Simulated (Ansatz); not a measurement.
The system is AlRu.

```xyz
2
Lattice="2.9916 0.0000 0.0000 0.0000 2.9916 0.0000 0.0000 0.0000 2.9916" Properties=species:S:1:pos:R:3 pbc="T T T"
Ru    1.4958    1.4958    1.4958
Al    0.0000    0.0000    0.0000
```

- Program: Ansatz 0.2.0
- Task: relaxation of cell and atoms
- Functional: revPBE
- Potentials or basis: Ansatz PAW
- Cutoff: 420 eV (not typed: the program's choice for these potentials)
- k mesh: 9 × 9 × 9
- Occupations: fermi-dirac, width 0.05 eV
- Spin: no spin polarisation

At the start: volume 13.39 Å³/atom.

Question: Where does the relaxation end?

Answer: It ends after 4 steps and the volume is 13.73 Å³/atom (+2.6 %); space group Pm-3m (No. 221, to 0.05 Å).

The path:
```
step  energy change (eV)  largest force (eV/Å)  volume (Å³)
   1              0.0000                0.0000        26.77
   2             -0.0098                0.0000        27.61
   3             -0.0104                0.0000        27.46
   4             -0.0108                0.0000        27.46
```

Final structure:
```cif
data_structure
_symmetry_space_group_name_H-M 'P 1'
_symmetry_Int_Tables_number 1
_cell_length_a 3.0169
_cell_length_b 3.0169
_cell_length_c 3.0169
_cell_angle_alpha 90.000
_cell_angle_beta 90.000
_cell_angle_gamma 90.000
_cell_volume 27.46
loop_
_atom_site_label
_atom_site_type_symbol
_atom_site_fract_x
_atom_site_fract_y
_atom_site_fract_z
_atom_site_occupancy
Ru1 Ru 0.50000 0.50000 0.50000 1
Al1 Al 0.00000 0.00000 0.00000 1
```

Caveat: the plane-wave basis is chosen anew once the cell has moved, so the energies of steps on either side of that aren't comparable; the PAW data sets come from PBE, with cores solved anew for the run's functional, which leaves a small shift of forces and pressure.
